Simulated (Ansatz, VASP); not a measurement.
Na in VASP and in Ansatz

```
Na
1.0
     2.67883    0.00000    0.00000
     0.00000    2.67883    0.00000
     0.00000    0.00000    4.99518
Na
1
Direct
  0.50000 0.50000 0.00000
```

Alike in both runs: task relaxation of cell and atoms; functional PBE; k mesh 6 × 6 × 4; occupations gaussian, width 0.1 eV; no spin polarisation.

|  | VASP | Ansatz |
| --- | --- | --- |
| version | VASP 6.6.1 | Ansatz 0.2.0 |
| potentials or method | VASP PAW PBE potentials, release 64 (Na_pv) | scalar-relativistic, plane waves, PAW |
| plane-wave cutoff (eV) | 600 | 420 |
| valence electrons in the cell | 7 | 9 |

Ansatz gave:

* gap on the k mesh at the Fermi level, each at its own relaxed structure (eV): none
* relaxed volume (Å³/atom): 39.31
* relaxed cell length with the largest relative difference (Å): 3.475
* energy change over the relaxation (meV/atom): -626

Problem. Which values does VASP return?

Solution. gap on the k mesh at the Fermi level, each at its own relaxed structure (eV): none; relaxed volume (Å³/atom): 38.48; relaxed cell length with the largest relative difference (Å): 3.425; energy change over the relaxation (meV/atom): -622.

A gap of «none» marks a metal or a gap that the smearing closes. The two sets of potentials don't hold the same shells in valence.

Caveats: the k mesh is coarse (spacing up to 0.39 Å⁻¹), so the values aren't converged.
